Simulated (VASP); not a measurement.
## Rh: relaxation of the atoms with PBE

Crystal: Rh.

```
Rh
1.0
     0.00000    1.92439    1.92439
     1.92439    0.00000    1.92439
     1.92439    1.92439    0.00000
Rh
1
Direct
  0.00000 0.00000 0.00000
```

The cell isn't the ideal one: a relaxed cell with its volume scaled by 1.02.

```yaml
Program: VASP 6.6.1
Task: relaxation of the atoms
Functional: PBE
Potentials_or_basis: VASP PAW PBE potentials, release 64 (Rh)
Cutoff: 300 eV
k_mesh: 8 × 8 × 8
Occupations: methfessel-paxton, width 0.1 eV
Spin: no spin polarisation
Further_INCAR_settings: ALGO = Normal; EDIFF = 1e-07; IBRION = 2; EDIFFG = -0.01; NSW = 40
```

The pressure after relaxing is -4.8 GPa and the band gap on the k mesh is none (metal or under the smearing width).

Final structure:
```xyz
1
Lattice="0.0000 1.9244 1.9244 1.9244 0.0000 1.9244 1.9244 1.9244 0.0000" Properties=species:S:1:pos:R:3 pbc="T T T"
Rh    0.0000    0.0000    0.0000
```

Levels at points of the mesh, in eV from the Fermi level:
```csv
k point,band 1,band 2,band 3,band 4,band 5,band 6,band 7,band 8
"(0.00, 0.00, 0.00)",-7.70,-2.91,-2.91,-2.91,-0.94,-0.94,16.00,16.29
"(0.50, 0.00, 0.00)",-5.83,-2.98,-2.98,0.53,0.53,0.76,8.27,15.50
"(0.50, 0.50, 0.00)",-5.98,-5.63,0.50,0.91,0.91,3.20,11.82,13.07
```

Run time: 3.3 s on 1 thread of Intel(R) Xeon(R) Platinum 8488C (Sapphire Rapids), with other jobs on the host, peak memory 0.1 GiB.

Caveat: the relaxation stopped at its first step, so nothing moved.
